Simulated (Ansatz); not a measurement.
**Sn in Ansatz: the effect of functional**

Crystal: Sn.

```xyz
1
Lattice="-1.8690 1.8690 1.8690 1.8690 -1.8690 1.8690 1.8690 1.8690 -1.8690" Properties=species:S:1:pos:R:3 pbc="T T T"
Sn    0.0000    0.0000    0.0000
```

This isn't the form of Sn at room conditions, which is tetragonal (white tin).

The cell isn't the ideal one: volume scaled by 0.96.

Alike in all runs:

```yaml
Program: Ansatz 0.2.0
Task: single point
Potentials_or_basis: Ansatz PAW
k_mesh: 10 × 10 × 10
Occupations: fermi-dirac, width 0.05 eV
Spin: no spin polarisation
```

One run gave: pressure 1.3 GPa. Which functional did it use?
A. LDA
B. r2SCAN
C. PBEsol

B.

| functional | cutoff | pressure (GPa) |
| --- | --- | --- |
| LDA | 420 eV (not typed: the program's choice for these potentials) | -1.6 |
| PBEsol | 420 eV (not typed: the program's choice for these potentials) | -0.3 |
| r2SCAN | 500 eV (not typed: the program's choice for these potentials) | 1.3 |

Caveats: the PAW data sets come from PBE, with cores solved anew for the run's functional, which leaves a small shift of forces and pressure.
